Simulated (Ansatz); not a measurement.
# HgTe (Fm-3m) in Ansatz: equation of state

Aim: energy against volume of HgTe in PBE, for its equilibrium volume and stiffness.

Program: Ansatz 0.2.0. These are calculated values, not measurements. Logs are shortened: lines on timing, memory, paths and dates and some standing lists are left out, and cuts for length are marked.

## (1) The crystal as given

The structure is cubic, space group Fm-3m (No. 225). Conventional cell: a = 6.360 Å, b = 6.360 Å, c = 6.360 Å, α = 90.00°, β = 90.00°, γ = 90.00°. Hg (site symmetry m-3m) has 6 Te at 3.18 Å as nearest neighbours. Te (site symmetry m-3m) has 6 Hg at 3.18 Å as nearest neighbours.

Measurements of this composition are mostly on another form, of space group No. 216.

## (2) Equation of state, PBE

Potentials or basis: all-electron LAPW, scalar-relativistic.

This step only gathers the single runs of the series.

What came out:

```
Equilibrium volume : 28.91 Å³/atom (rough: see the caveat)
Bulk modulus       : 47 GPa (rough)
```

Energy against volume, from the lowest point:
```tsv
volume (Å³/atom)	energy (meV/atom)
30.228	0.00
30.871	8.93
31.514	20.53
32.157	34.43
32.801	50.32
33.444	67.89
34.087	86.88
```

Caveat: the minimum lies outside the volumes run. Spin-orbit coupling is left out, which matters for the levels of Hg, Te.
